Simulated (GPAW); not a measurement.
ZrN, 2 atoms in the cell. It takes space group Fm-3m (No. 225, cubic). The conventional cell has a = 4.600 Å, b = 4.600 Å, c = 4.600 Å, α = 90.00°, β = 90.00°, γ = 90.00°. Around Zr (site symmetry m-3m) lie 6 N at 2.30 Å. Around N (site symmetry m-3m) lie 6 Zr at 2.30 Å. 

| Quantity | Value |
| --- | --- |
| Program | GPAW 26.7.0 |
| Task | single point |
| Functional | PBE |
| Potentials or basis | GPAW PAW data sets (gpaw-data 1.2.1) |
| Cutoff | 800 eV |
| Basis | pw |
| k mesh | 10 × 10 × 10 |
| Occupations | fermi-dirac, width 0.05 eV |
| Spin | no spin polarisation |
| Maxiter | 150 |

Potentials or basis: GPAW PAW data sets (gpaw-data 1.2.1), pw.

Command:

```bash
$ OMP_NUM_THREADS=1 gpaw run POSCAR -p 'mode=PW(800),xc=PBE,kpts={size:(10,10,10),gamma:True},occupations={name:fermi-dirac,width:0.05},nbands=19,convergence={density:1e-05,energy:1e-05},maxiter=150,txt=gpaw.txt' --properties efs -w gs.gpw
```

Hardware: 1 thread of Arm Neoverse V1 (shared host).

How long does it take, and how much memory?

It took 29 s on 1 thread of Arm Neoverse V1 (shared host), peak memory 0.18 GiB. Counts: scf iterations 10, plane waves 1267, bands 19, k points 47.
